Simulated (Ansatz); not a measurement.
# C: the crystal squeezed far, part 2 of 2

Aim: compress C (diamond type) step by step, far beyond the usual range, and follow pressure and electronic structure. Methods of the runs shown: PAW. Its runs: cell relaxed at zero pressure (PAW); volume scaled by 1 (PAW); volume scaled by 0.94 (PAW); volume scaled by 0.88 (PAW and PAW (source ansatz)); volume scaled by 0.8 (PAW); volume scaled by 0.72 (PAW and PAW (partial_waves polarizable)); volume scaled by 0.64 (PAW); volume scaled by 0.55 (PAW); volume scaled by 0.45 (PAW and PAW (level accurate)).

Ansatz 0.2.0; DFT PBEsol; a cell built from a prototype (diamond type), not taken from measurement. The steps go on from the part before.

## 9. Volume scaled by 0.72, PAW

The input, input.yaml:

```yaml
crystal:
  lattice:
    - [0.0, 1.5926086297, 1.5926086297]
    - [1.5926086297, 0.0, 1.5926086297]
    - [1.5926086297, 1.5926086297, 0.0]
  atoms:
    - { symbol: C, position: [-0.125, -0.125, -0.125] }
    - { symbol: C, position: [0.125, 0.125, 0.125] }
kpoints:
  mp_grid: { grid: [20, 20, 20] }
scf:
  occupations: { method: fermi_dirac, width: 0.1 }
hamiltonian:
  xc: pbesol
  pseudopotentials: { kind: paw }
output:
  forces: true
  stress: true
  eigenvalues: true
  populations: true
  write_density: true
  write_potential: true
  elf: true
  volumetric_format: npy
```

Command:

```
$ ansatz run input.yaml --threads 1 --pin off --max-ram 2048MiB --backend cpu --events-out ev --progress --plain --runs-dir out
```

The log of the run, shortened:

```text
[...]
Pseudopotentials: kind: paw
Pseudopotential: C, paw, valence charge 4, recommended cutoff 420 eV (normal)
Functional definition: PBEsol
[...]
Crystal: 2 atoms, lattice volume = 8.079 Å³
Basis set: ecut = 420 eV, 169 PW (Γ), exchange–correlation on 32×32×32 points (8 copies of the dense FFT grid, shifted against one another)
Bands: 8, of which v1, the nominal top of the filled ones, is band 4 counted from 1 (3 counted from 0)
[...]
      265.584346      -0.000000      -0.000000
       -0.000000     265.584346       0.000000
        0.000000       0.000000     265.584346
  P = ⅓ Tr σ = 265.5843 GPa (2655.843 kbar)
--- Band table (eV; the first three rows and the last of 256) ---
  k-point 0: bands = ["-6.3524", "20.2903", "20.2903", "20.2903", "26.7816", "26.7816", "26.7816", "41.9877"]
[...]
--- Löwdin populations: 2 sites ---
  site symbol       q [e]
     0      C      3.9875
     1      C      3.9875
  spilling = 0.003118 (of n_electrons = 8.000000)
```

Wall time 1.1 s (1 thread of Intel Xeon 6975P-C (Granite Rapids), shared host); peak memory 0.31 GiB.

Result: pressure 265.58 GPa; gap on the k mesh 4.87 eV.

The fields are shown in the conventional cell of this run's space group, carried over from its grid by interpolation.

Density in a lattice plane of the grid's cell (edges 3.19 and 3.19 Å, at 0.125 of the third edge), which holds C.

Ten even steps from ' ' (0.19 e/Å³) to '@' (2.08 e/Å³):
```
++**********++++==--::::..............::::--==++
================--------::::::::::::::--------==
::::::::::::::--------==================--------
..............::::--==++++**********++++==--::::
..          ....::--==**##%%%%@@%%%%##**==--::..
              ..::--++**%%@@@@@@@@@@%%**++--::..
              ..::--++##%%@@@@@@@@@@%%##++--::..
              ..::--++##%%@@@@@@@@@@%%##++--::..
              ..::--++**%%@@@@@@@@@@%%**++--::..
..          ....::--==**##%%%%@@%%%%##**==--::..
..............::::--==++++**********++++==--::::
::::::::::::::--------==================--------
================--------::::::::::::::--------==
++**********++++==--::::..............::::--==++
##%%%%@@%%%%##**==--::....          ....::--==**
%%@@@@@@@@@@%%**++--::..              ..::--++**
%%@@@@@@@@@@%%##++--::..              ..::--++##
%%@@@@@@@@@@%%##++--::..              ..::--++##
%%@@@@@@@@@@%%**++--::..              ..::--++**
##%%%%@@%%%%##**==--::....          ....::--==**
```
Columns run along the first of these edges and rows up along the second, over one cell in 24 and 20 even steps from the bottom left corner. Atoms in the plane (fractional): C at (0.12, 0.12), C at (0.62, 0.62).

ELF in the same plane.

Ten even steps from ' ' (0.03) to '@' (0.75):
```
@@@@%%##%%@@@@@@%%##**++==----------==++**##%%@@
%%%%######%%%%%%####********++++++********####%%
****++++++********####%%%%%%######%%%%%%####****
==----------==++**##%%@@@@@@%%##%%@@@@@@%%##**++
::..........::--++##@@@@@@%%**++**%%@@@@@@##++--
..          ..--++##%%%%%%++--..--++##%%%%##++--
..          ..::==##%%##**--..  ..--**##%%##==::
..          ..::==##%%##**--..  ..--**##%%##==::
..          ..--++##%%%%##++--..--++%%%%%%##++--
::..........::--++##@@@@@@%%**++**%%@@@@@@##++--
==----------==++**##%%@@@@@@%%##%%@@@@@@%%##**++
****++++++********####%%%%%%######%%%%%%####****
%%%%######%%%%%%####********++++++********####%%
@@@@%%##%%@@@@@@%%##**++==----------==++**##%%@@
@@%%**++**%%@@@@@@##++--::..........::--++##@@@@
%%++--..--++##%%%%##++--..          ..--++##%%%%
**--..  ..--**##%%##==::..          ..::==##%%##
**--..  ..--**##%%##==::..          ..::==##%%##
##++--..--++%%%%%%##++--..          ..--++##%%%%
@@%%**++**%%@@@@@@##++--::..........::--++##@@@@
```
Columns run along the first of these edges and rows up along the second, over one cell in 24 and 20 even steps from the bottom left corner. Atoms in the plane (fractional): C at (0.12, 0.12), C at (0.62, 0.62).

Both are smooth fields of the valence electrons: close to the nuclei they are not physical.

The highest ELF values outside the cores: 0.94 on the C–C line, 0.7 Å from C.

## 10. Volume scaled by 0.72, PAW (partial_waves polarizable)

input.yaml, as its differences from that of step 9:

```diff
@@ -14,3 +14,3 @@
   xc: pbesol
-  pseudopotentials: { kind: paw }
+  pseudopotentials: { kind: paw, partial_waves: polarizable }
 output:
@@ -19,6 +19 @@
   eigenvalues: true
-  populations: true
-  write_density: true
-  write_potential: true
-  elf: true
-  volumetric_format: npy
```

Command:

```
$ ansatz run input.yaml --threads 1 --pin off --max-ram 2048MiB --backend cpu --events-out ev --progress --plain --runs-dir out
```

The log of the run, shortened:

```text
[...]
[... 3 set-up lines as earlier in the session ...]
[...]
Crystal: 2 atoms, lattice volume = 8.079 Å³
Basis set: ecut = 420 eV, 169 PW (Γ), exchange–correlation on 32×32×32 points (8 copies of the dense FFT grid, shifted against one another)
Bands: 8, of which v1, the nominal top of the filled ones, is band 4 counted from 1 (3 counted from 0)
[...]
  atom   1  C      0.00000000     0.00000000     0.00000000
  atom   2  C     -0.00000000    -0.00000000     0.00000000
[...]
--- Stress (GPa, compression-positive) ---
      265.581751      -0.000000       0.000000
        0.000000     265.581751      -0.000000
        0.000000       0.000000     265.581751
  P = ⅓ Tr σ = 265.5818 GPa (2655.818 kbar)
--- Band table (eV; the first three rows and the last of 256) ---
  k-point 0: bands = ["-6.3524", "20.2903", "20.2903", "20.2903", "26.7816", "26.7816", "26.7816", "41.9877"]
[...]
```

Wall time 0.82 s (1 thread of Intel Xeon 6975P-C (Granite Rapids), shared host); peak memory 0.31 GiB.

In short: pressure 265.58 GPa; gap on the k mesh 4.87 eV.

## 11. Volume scaled by 0.64, PAW

The input, input.yaml:

```yaml
crystal:
  lattice:
    - [0.0, 1.5312927413, 1.5312927413]
    - [1.5312927413, 0.0, 1.5312927413]
    - [1.5312927413, 1.5312927413, 0.0]
  atoms:
    - { symbol: C, position: [-0.125, -0.125, -0.125] }
    - { symbol: C, position: [0.125, 0.125, 0.125] }
kpoints:
  mp_grid: { grid: [20, 20, 20] }
scf:
  occupations: { method: fermi_dirac, width: 0.1 }
hamiltonian:
  xc: pbesol
  pseudopotentials: { kind: paw }
output:
  forces: true
  stress: true
  eigenvalues: true
  populations: true
  write_density: true
  write_potential: true
  elf: true
  volumetric_format: npy
```

Command:

```
$ ansatz run input.yaml --threads 1 --pin off --max-ram 2048MiB --backend cpu --events-out ev --progress --plain --runs-dir out
```

The log of the run, shortened:

```text
[...]
[... 3 set-up lines as earlier in the session ...]
[...]
Crystal: 2 atoms, lattice volume = 7.181 Å³
Basis set: ecut = 420 eV, 137 PW (Γ), exchange–correlation on 30×30×30 points (8 copies of the dense FFT grid, shifted against one another)
Bands: 8, of which v1, the nominal top of the filled ones, is band 4 counted from 1 (3 counted from 0)
[...]
      442.351764       0.000000      -0.000000
        0.000000     442.351764      -0.000000
       -0.000000      -0.000000     442.351764
  P = ⅓ Tr σ = 442.3518 GPa (4423.518 kbar)
--- Band table (eV; the first three rows and the last of 256) ---
  k-point 0: bands = ["-5.5209", "23.1828", "23.1828", "23.1828", "30.0054", "30.0054", "30.0054", "47.9816"]
[...]
--- Löwdin populations: 2 sites ---
  site symbol       q [e]
     0      C      3.9878
     1      C      3.9878
  spilling = 0.003057 (of n_electrons = 8.000000)
```

Run time: 1 s. Hardware: 1 thread of Intel Xeon 6975P-C (Granite Rapids), shared host; peak memory 0.3 GiB.

In short: pressure 442.35 GPa; gap on the k mesh 5.21 eV.

The fields are shown in the conventional cell of this run's space group, carried over from its grid by interpolation.

Density in a lattice plane of the grid's cell (edges 3.06 and 3.06 Å, at 0.125 of the third edge), which holds C.

Ten even steps from ' ' (0.22 e/Å³) to '@' (2.21 e/Å³):
```
****######****++==----::::..........::::----==++
==================------------::------------====
------::------------======================------
::..........::::----==++****######****++==----::
..          ....::--++**##%%@@@@@@%%##**++--::..
              ..::--++##%%@@@@@@@@@@%%##++--::..
              ..::--++##@@@@@@@@@@@@@@##++--::..
              ..::--++##@@@@@@@@@@@@@@##++--::..
              ..::--++##%%@@@@@@@@@@%%##++--::..
..          ....::--++**##%%@@@@@@%%##**++--::..
::..........::::----==++****######****++==----::
------::------------======================------
==================------------::------------====
****######****++==----::::..........::::----==++
##%%@@@@@@%%##**++--::....          ....::--++**
%%@@@@@@@@@@%%##++--::..              ..::--++##
@@@@@@@@@@@@@@##++--::..              ..::--++##
@@@@@@@@@@@@@@##++--::..              ..::--++##
%%@@@@@@@@@@%%##++--::..              ..::--++##
##%%@@@@@@%%##**++--::....          ....::--++**
```
Columns run along the first of these edges and rows up along the second, over one cell in 24 and 20 even steps from the bottom left corner. Atoms in the plane (fractional): C at (0.12, 0.12), C at (0.62, 0.62).

ELF in the same plane.

Values, 12 rows by 12 columns:
```
0.70 0.64 0.64 0.70 0.63 0.52 0.45 0.40 0.40 0.45 0.52 0.63
0.46 0.40 0.41 0.45 0.52 0.63 0.70 0.63 0.63 0.70 0.63 0.52
0.21 0.13 0.13 0.22 0.45 0.70 0.73 0.51 0.50 0.74 0.70 0.45
0.13 0.05 0.05 0.13 0.41 0.64 0.51 0.13 0.13 0.50 0.63 0.40
0.13 0.05 0.05 0.13 0.40 0.64 0.50 0.13 0.13 0.51 0.63 0.40
0.21 0.13 0.13 0.21 0.46 0.70 0.73 0.50 0.51 0.73 0.70 0.45
0.45 0.40 0.40 0.45 0.52 0.63 0.70 0.64 0.64 0.70 0.63 0.52
0.70 0.63 0.63 0.70 0.63 0.52 0.46 0.40 0.41 0.45 0.52 0.63
0.73 0.51 0.50 0.74 0.70 0.45 0.21 0.13 0.13 0.22 0.45 0.70
0.51 0.13 0.13 0.50 0.63 0.40 0.13 0.05 0.05 0.13 0.41 0.64
0.50 0.13 0.13 0.51 0.63 0.40 0.13 0.05 0.05 0.13 0.40 0.64
0.73 0.50 0.51 0.73 0.70 0.45 0.21 0.13 0.13 0.21 0.46 0.70
```
Columns run along the first of these edges and rows up along the second, over one cell in 12 and 12 even steps from the bottom left corner. Atoms in the plane (fractional): C at (0.12, 0.12), C at (0.62, 0.62).

Both are smooth fields of the valence electrons: close to the nuclei they are not physical.

Maxima of ELF outside the ion cores: 0.94 on the C–C line, 0.7 Å from C.

## 12. Volume scaled by 0.55, PAW

The input, input.yaml:

```yaml
crystal:
  lattice:
    - [0.0, 1.4558583746, 1.4558583746]
    - [1.4558583746, 0.0, 1.4558583746]
    - [1.4558583746, 1.4558583746, 0.0]
  atoms:
    - { symbol: C, position: [-0.125, -0.125, -0.125] }
    - { symbol: C, position: [0.125, 0.125, 0.125] }
kpoints:
  mp_grid: { grid: [20, 20, 20] }
scf:
  occupations: { method: fermi_dirac, width: 0.1 }
hamiltonian:
  xc: pbesol
  pseudopotentials: { kind: paw }
output:
  forces: true
  stress: true
  eigenvalues: true
  populations: true
```

Command:

```
$ ansatz run input.yaml --threads 1 --pin off --max-ram 2048MiB --backend cpu --events-out ev --progress --plain --runs-dir out
```

The log of the run, shortened:

```text
[...]
[... 3 set-up lines as earlier in the session ...]
[...]
Crystal: 2 atoms, lattice volume = 6.171 Å³
Basis set: ecut = 420 eV, 113 PW (Γ), exchange–correlation on 30×30×30 points (8 copies of the dense FFT grid, shifted against one another)
Bands: 8, of which v1, the nominal top of the filled ones, is band 4 counted from 1 (3 counted from 0)
[...]
      767.442623       0.000000      -0.000000
        0.000000     767.442623       0.000000
        0.000000       0.000000     767.442623
  P = ⅓ Tr σ = 767.4426 GPa (7674.426 kbar)
--- Band table (eV; the first three rows and the last of 256) ---
  k-point 0: bands = ["-4.2798", "27.2957", "27.2957", "27.2957", "34.5570", "34.5570", "34.5570", "56.0904"]
[...]
--- Löwdin populations: 2 sites ---
  site symbol       q [e]
     0      C      3.9881
     1      C      3.9881
  spilling = 0.002968 (of n_electrons = 8.000000)
```

It took 0.98 s on 1 thread of Intel Xeon 6975P-C (Granite Rapids), shared host; peak memory 0.29 GiB.

Read from it: pressure 767.44 GPa; gap on the k mesh 5.72 eV.

## 13. Volume scaled by 0.45, PAW

The input, input.yaml:

```yaml
crystal:
  lattice:
    - [0.0, 1.3616612247, 1.3616612247]
    - [1.3616612247, 0.0, 1.3616612247]
    - [1.3616612247, 1.3616612247, 0.0]
  atoms:
    - { symbol: C, position: [-0.125, -0.125, -0.125] }
    - { symbol: C, position: [0.125, 0.125, 0.125] }
kpoints:
  mp_grid: { grid: [20, 20, 20] }
  band_path:
    path:
      - [0.0, 0.0, 0.0]
      - [0.5, 0.0, 0.5]
      - [0.625, 0.25, 0.625]
      - [0.375, 0.375, 0.75]
      - [0.0, 0.0, 0.0]
      - [0.5, 0.5, 0.5]
      - [0.5, 0.25, 0.75]
      - [0.5, 0.0, 0.5]
    npoints: 8
scf:
  occupations: { method: fermi_dirac, width: 0.1 }
hamiltonian:
  xc: pbesol
  pseudopotentials: { kind: paw }
output:
  forces: true
  stress: true
  eigenvalues: true
  populations: true
  dos: { projected: true, de: 0.2, e_range: [-14, 8] }
```

Command:

```
$ ansatz run input.yaml --threads 1 --pin off --max-ram 2048MiB --backend cpu --events-out ev --progress --plain --runs-dir out
```

The log of the run, shortened:

```text
[...]
[... 3 set-up lines as earlier in the session ...]
[...]
Crystal: 2 atoms, lattice volume = 5.049 Å³
Basis set: ecut = 420 eV, 113 PW (Γ), exchange–correlation on 30×30×30 points (8 copies of the dense FFT grid, shifted against one another)
Bands: 8, of which v1, the nominal top of the filled ones, is band 4 counted from 1 (3 counted from 0)
[...]
     1434.661046      -0.000000      -0.000000
       -0.000000    1434.661046       0.000000
        0.000000      -0.000000    1434.661046
  P = ⅓ Tr σ = 1434.6610 GPa (14346.610 kbar)
--- Band table (eV; the first three rows and the last of 256) ---
  k-point 0: bands = ["-2.2781", "33.5038", "33.5038", "33.5038", "41.3221", "41.3221", "41.3221", "67.4343"]
[...]
--- Löwdin populations: 2 sites ---
  site symbol       q [e]
     0      C      3.9886
     1      C      3.9886
  spilling = 0.002862 (of n_electrons = 8.000000)
```

Wall time 1.1 s (1 thread of Intel Xeon 6975P-C (Granite Rapids), shared host); peak memory 0.29 GiB.

Result: pressure 1434.66 GPa; gap 6.52 eV, indirect from Γ to Γ–X.

At the corners of the path (eV, zero at the valence-band top):

```csv
point,band 1,band 2,band 3,band 4,band 5,band 6,band 7
Γ,-35.78,0.00,0.00,0.00,7.82,7.82,7.82
X,-21.04,-21.04,-13.20,-13.20,6.60,6.60,33.15
U,-20.51,-19.42,-18.86,-11.29,7.43,16.60,26.33
K,-20.51,-19.42,-18.86,-11.29,7.43,16.60,26.33
Γ,-35.78,0.00,0.00,0.00,7.82,7.82,7.82
L,-26.32,-23.27,-5.68,-5.68,11.56,11.56,22.02
W,-18.44,-18.44,-17.60,-17.60,14.23,14.23,25.66
X,-21.04,-21.04,-13.20,-13.20,6.60,6.60,33.15
```

States per cell in windows of 1 eV (zero at the valence-band top; grid of 0.20 eV, so sharp peaks spill over the borders):

```csv
from,to,total,C 2p,C 2s
-10,-9,0.38,0.36,0.02
-9,-8,0.36,0.34,0.02
-8,-7,0.34,0.32,0.01
-7,-6,0.32,0.31,0.01
-6,-5,0.24,0.24,0.01
-5,-4,0.17,0.17,0.00
-4,-3,0.13,0.13,0.00
-3,-2,0.10,0.09,0.00
-2,-1,0.07,0.07,0.00
-1,0,0.03,0.03,0.00
0,1,0.00,0.00,0.00
1,2,0.00,0.00,0.00
2,3,0.00,0.00,0.00
3,4,0.00,0.00,0.00
4,5,0.00,0.00,0.00
5,6,0.00,0.00,0.00
6,7,0.05,0.01,0.03
7,8,0.26,0.10,0.11
8,9,0.39,0.20,0.11
```

## 14. Volume scaled by 0.45, PAW (level accurate)

The input, input.yaml:

```yaml
crystal:
  lattice:
    - [0.0, 1.3616612247, 1.3616612247]
    - [1.3616612247, 0.0, 1.3616612247]
    - [1.3616612247, 1.3616612247, 0.0]
  atoms:
    - { symbol: C, position: [-0.125, -0.125, -0.125] }
    - { symbol: C, position: [0.125, 0.125, 0.125] }
kpoints:
  mp_grid: { grid: [20, 20, 20] }
scf:
  occupations: { method: fermi_dirac, width: 0.1 }
hamiltonian:
  xc: pbesol
  pseudopotentials: { kind: paw, level: accurate }
output:
  forces: true
  stress: true
  eigenvalues: true
  write_density: true
  write_potential: true
  elf: true
  volumetric_format: npy
```

Command:

```
$ ansatz run input.yaml --threads 1 --pin off --max-ram 2048MiB --backend cpu --events-out ev --progress --plain --runs-dir out
```

The log of the run, shortened:

```text
Warning: C: the frozen core of the record relaxes in the run; the density that this induces, of no net charge, counts in the energy, the forces and the stress and is in none of the fields that output.write_density writes, but for the moments of the core's response to a field; where the [...]
Pseudopotentials: kind: paw, level: accurate
Pseudopotential: C, paw, valence charge 4, recommended cutoff 800 eV (normal)#accurate
[... 1 set-up line as earlier in the session ...]
[...]
Crystal: 2 atoms, lattice volume = 5.049 Å³
[...]
Free energy (F): -478.177219 eV
[...]
E sigma→0 (E₀):  -478.177219 eV
Fermi energy:    36.788614 eV
[...]
--- Forces (eV/Å), atoms counted from 1 ---
  atom   1  C     -0.00000000     0.00000000     0.00000000
  atom   2  C      0.00000000     0.00000000    -0.00000000
[...]
--- Stress (GPa, compression-positive) ---
     1436.977483       0.000000       0.000000
        0.000000    1436.977483      -0.000000
       -0.000000       0.000000    1436.977483
  P = ⅓ Tr σ = 1436.9775 GPa (14369.775 kbar)
--- Band table (eV; the first three rows and the last of 256) ---
  k-point 0: bands = ["-2.1497", "33.5936", "33.5936", "33.5936", "41.4709", "41.4709", "41.4709", "67.8307"]
[...]
```

Run time: 2.1 s. Hardware: 1 thread of Intel Xeon 6975P-C (Granite Rapids), shared host; peak memory 0.34 GiB.

This run gives: pressure 1436.98 GPa; gap on the k mesh 6.54 eV.

The fields are shown in the conventional cell of this run's space group, carried over from its grid by interpolation.

Density in a lattice plane of the grid's cell (edges 2.72 and 2.72 Å, at 0.125 of the third edge), which holds C.

Ten even steps from '0' (0.41 e/Å³) to '9' (2.64 e/Å³):
```
788888765543222222234456
566666555444443334444455
443334444455566666555444
222222234566788888765543
111111123567999999876532
100000123568999899986532
000000113468987679986431
000000113468988779986432
100000123468998889986532
111011123567999999986532
222222234456788888765543
443334444455566666555444
566666555444443334444455
788888765543222222234566
999999876532111111123567
999899986532100000123568
987679986431000000113468
988779986432000000113468
998889986532100000123468
999999986532111011123567
```
Columns run along the first of these edges and rows up along the second, over one cell in 24 and 20 even steps from the bottom left corner. Atoms in the plane (fractional): C at (0.12, 0.12), C at (0.62, 0.62).

ELF in the same plane.

Ten even steps from '0' (0.03) to '9' (0.74):
```
988788999865544444556799
888888888777766666777788
776667777788988888888777
444444556899998789999765
322222346899975457899864
210011246798742124688864
110000235787520002478753
110000236787520002588753
211011246788642124688864
321122346899975567999864
544444556799988788999865
766666777788888888888777
988888888777776667777788
998789999765444444556899
975457899864322222346899
742124688864210011246798
520002478753110000235787
520002588753110000236787
642124688864211011246788
975567999864321122346899
```
Columns run along the first of these edges and rows up along the second, over one cell in 24 and 20 even steps from the bottom left corner. Atoms in the plane (fractional): C at (0.12, 0.12), C at (0.62, 0.62).

Both are smooth fields of the valence electrons: close to the nuclei they are not physical.

Maxima of ELF outside the ion cores: 0.94 on the C–C line, 0.6 Å from C.

## 15. Side by side

```
                         method  volume over the first  volume (Å³/atom)  pressure (GPa)  gap on the k mesh (eV)  SCF cycles, all passes
                            PAW                      1             5.610            0.00                    4.04                       6
                            PAW                   0.94             5.274           31.16                    4.19                       6
                            PAW                   0.88             4.937           72.51                    4.35                       6
                            PAW                    0.8             4.488          149.98                    4.59                       6
                            PAW                   0.72             4.039          265.58                    4.87                       6
                            PAW                   0.64             3.591          442.35                    5.21                       6
                            PAW                   0.55             3.086          767.44                    5.72                       6
                            PAW                   0.45             2.525         1434.66                    6.52                       6
           PAW (level accurate)                   0.45             2.525         1436.98                    6.54                       6
PAW (partial_waves polarizable)                   0.72             4.039          265.58                    4.87                       6
            PAW (source ansatz)                   0.88             4.937           72.82                    4.34                       6
```

## 16. Results

What follows sums up all 2 parts.

```
                                           quantity       value
                 PAW pressure at 0.45 of the volume  1434.7 GPa
PAW (level accurate) pressure at 0.45 of the volume  1437.0 GPa
         fitted bulk modulus at zero pressure (PAW)     450 GPa
                            its pressure derivative        3.62
```

In words: By PAW the pressure climbs to 1435 GPa at 0.45 of the first volume. One third-order Birch-Murnaghan curve follows these points (B₀ = 450 GPa, B′ = 3.62, misfit at most 2.20 GPa). A fit over so wide a range leans to the high pressures, so B₀ can be off by several per cent. The gap goes from 4.03 to 6.52 eV. No all-electron run checks these rows here, and frozen cores can fail under such compression. The ions are at rest, and the electrons smeared by 0.1 eV.

These are semilocal Kohn-Sham gaps, which aren't the measured quantity. Such gaps usually fall short of the measured ones.
